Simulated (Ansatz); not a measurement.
## Si2W under changes of volume

One of the cells (13.479 Å³/atom); the others are scaled copies at fixed shape and fractional positions:

```xyz
3
Lattice="-1.6069 1.6069 3.9150 1.6069 -1.6069 3.9150 1.6069 1.6069 -3.9150" Properties=species:S:1:pos:R:3 pbc="T T T"
W     0.0000    0.0000    0.0000
Si    0.0000    0.0000    5.2092
Si    0.0000    0.0000    2.6207
```

```yaml
Program: Ansatz 0.2.0
Functional: PBE
Potentials_or_basis: Ansatz PAW
Cutoff: "420 eV (not typed: the program's choice for these potentials)"
k_mesh: 12 × 12 × 12
Occupations: fermi-dirac, width 0.05 eV
Spin: no spin polarisation
```

```csv
volume (Å³/atom),energy over the lowest point (meV/atom),pressure (GPa),largest force (eV/Å)
12.670,58.03,19.9,0.257
12.939,29.76,13.8,0.193
13.209,11.32,8.3,0.132
13.479,1.69,3.3,0.076
13.748,0.00,-1.2,0.022
14.018,?,?,?
14.287,17.28,-8.8,0.076
```

What does the run at 14.018 Å³/atom give?

Energy over the lowest point 5.43 meV/atom; pressure -5.2 GPa; largest force 0.028 eV/Å.

Worked out: A Birch-Murnaghan fit of order 3 (a polynomial in V^(-2/3)) to the other rows has its minimum at 13.67 Å³/atom with B0 = V·E''(V) = 221 GPa and B' = 4.5 at fixed shape and positions, which overstates the stiffness. It gives 5.46 meV/atom at 14.018 Å³/atom, against the run's 5.43, and -dE/dV = -5.2 GPa, against -5.2.

Energies are extrapolated to zero smearing.
